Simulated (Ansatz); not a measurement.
## ScAl3N4: sound and stiffness along [100], [110] and [111]

The calculation used DFT PBE, scalar-relativistic, plane waves, PAW in Ansatz. Settings: 420 eV plane-wave cutoff, Γ-centred 6×6×6 mesh, fixed occupations. No spin polarisation.

The cell, relaxed at this level:
```
CELL_PARAMETERS angstrom
4.52880 0.00000 0.00000
0.00000 4.52880 0.00000
0.00000 0.00000 4.52880
ATOMIC_POSITIONS crystal
Sc 0.00000 0.00000 0.00000
Al 0.50000 0.50000 0.00000
Al 0.50000 0.00000 0.50000
Al 0.00000 0.50000 0.50000
N 0.73728 0.73728 0.26272
N 0.73728 0.26272 0.73728
N 0.26272 0.73728 0.73728
N 0.26272 0.26272 0.26272
```

The cell was built by swapping an element in a database structure (itself possibly hypothetical) and relaxing; it need not be the stable form of this composition.

With ions relaxed, on the cubic axes: C11 = 238.4, C12 = 143.3, C44 = 116.8 GPa. The density is 3.252 g/cm³.

Problem. Is the crystal stable against strain, and how anisotropic is it?

Solution. Born's conditions hold: C11 + 2C12 = 525.0, C11 − C12 = 95.2 and C44 = 116.8 GPa are all positive. B = (C11 + 2C12)/3 = 175.0 GPa. The two shear moduli are C44 and C′ = (C11 − C12)/2 = 47.6 GPa, so Zener's ratio is A = C44/C′ = 2.45: the tetragonal shear C′ is the soft one, as in many fcc and bcc metals and zincblende crystals. The Cauchy pressure C12 − C44 is 26.5 GPa; it would vanish for pair forces between atoms on inversion centres at zero pressure, and a positive value is usual with metallic or many-body binding, and where atoms off inversion centres relax under shear, which lowers C44.

Problem. Give the sound speeds along the three symmetry directions.

Solution. The Christoffel equation gives ρv² for each branch:
```tsv
direction	branch	ρv²	GPa	v (m/s)
[100]	L	C11	238.4	8562
[100]	T (×2)	C44	116.8	5992
[110]	L	(C11 + C12 + 2C44)/2	307.6	9726
[110]	T, u ∥ [001]	C44	116.8	5992
[110]	T, u ∥ [1-10]	(C11 − C12)/2	47.6	3825
[111]	L	(C11 + 2C12 + 4C44)/3	330.7	10084
[111]	T (×2)	(C11 − C12 + C44)/3	70.6	4661
```

In a piezoelectric crystal some branches stiffen further, which is left out.

Problem. How does Young's modulus depend on direction?

Solution. Inverting gives S11 = 7.641, S12 = -2.868, S44 = 8.564 TPa⁻¹. Along a unit vector (l, m, n), 1/E = S11 − 2(S11 − S12 − S44/2)(l²m² + m²n² + n²l²), where the last bracket is 0, 1/4 and 1/3 for [100], [110] and [111]: E = 131, 221 and 287 GPa. With A > 1 the body diagonal is stiffest. For a film on (001), the biaxial modulus is C11 + C12 − 2C12²/C11 = 210 GPa and the normal strain is −2C12/C11 = -1.20 times the in-plane one.

Cost: 2 runs of about 9.5 core-minutes in all, on Arm Neoverse V1 (shared hosts).

The elastic anisotropy follows from the tetrahedral, zincblende-derived network. Its bonds run close to the body diagonals, so a tetragonal shear leaves their lengths nearly unchanged to first order and is resisted mainly by bond-angle forces. This gives the low C′ of 47.6 GPa and the slow [110] shear wave polarised along [1-10]. Pulling along [111] stretches bonds directly, hence the largest Young's modulus and the fastest longitudinal wave.

The positive Cauchy pressure is no sign of metallicity: with trivalent Sc and Al the formal charges balance, and nitrogen, which lacks inversion symmetry, can shift under shear and lower C44. Scandium probably adds to the angular softness, since its largely ionic, formally d⁰ bonding to nitrogen favours octahedral coordination, as in rocksalt ScN; without AlN computed alongside, that contribution can't be separated from the softness common to zincblende networks.

The positive elastic constants establish stability against small homogeneous strains only, and leave open phonon instabilities at finite wavevector.
